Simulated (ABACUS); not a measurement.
Crystal: BN.

```xyz
2
Lattice="0.0000 1.8130 1.8130 1.8130 0.0000 1.8130 1.8130 1.8130 0.0000" Properties=species:S:1:pos:R:3 pbc="T T T"
N     0.9065    0.9065    0.9065
B     0.0000    0.0000    0.0000
```

The cell is a database's computed one.

Base run:

* Program: ABACUS 3.10.1
* Functional: SCAN
* Potentials or basis: SG15 ONCV 1.2 PBE
* Cutoff: 1320 eV
* Density cutoff: 5279 eV
* Basis: plane waves
* k mesh: 8 × 8 × 8
* Occupations: fermi-dirac, width 0.05 eV
* Spin: no spin polarisation

Its results: band gap on the k mesh 4.94 eV, indirect (least direct gap 9.45 eV); pressure -5.5 GPa.

**Question.** The run is repeated on the same cell with these changes: functional from SCAN to TPSS. What comes out?

**Answer.** Band gap on the k mesh 4.58 eV, indirect (least direct gap 9.19 eV); pressure -0.9 GPa.

Caveats: the potentials were made for another functional, which shifts forces and pressure.

A k mesh can miss the band edges.

Not every run made on this cell is shown here.
